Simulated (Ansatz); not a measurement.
The system is Cu.

```xyz
4
Lattice="2.5308 0.0000 0.0000 -1.2654 2.1917 0.0000 0.0000 0.0000 8.2618" Properties=species:S:1:pos:R:3 pbc="T T T"
Cu    1.2654    0.7306    6.1964
Cu    0.0000    0.0000    4.1309
Cu    0.0000    1.4611    2.0655
Cu    0.0000    0.0000    0.0000
```

This isn't the form of Cu at room conditions, which is fcc.

Program: Ansatz 0.2.0. Alike in all runs: task band structure; no spin polarisation; cell as given; k mesh 12 × 12 × 4; cutoff (eV) 279; smearing fermi-dirac 0.05 eV; basis error allowed 0.002 eV/atom.

Problem. Order these runs on this cell by their pressure, lowest first.
A. level PBEsol; potentials or basis all-electron LAPW, inner shells corrected to Dirac's equation
B. level PBEsol; potentials or basis all-electron LAPW, non-relativistic
C. level LDA; potentials or basis all-electron LAPW, scalar-relativistic

Solution. C (-8.3 GPa), A (-1.9 GPa), B (2.7 GPa).

Not every run made on this cell is shown here.
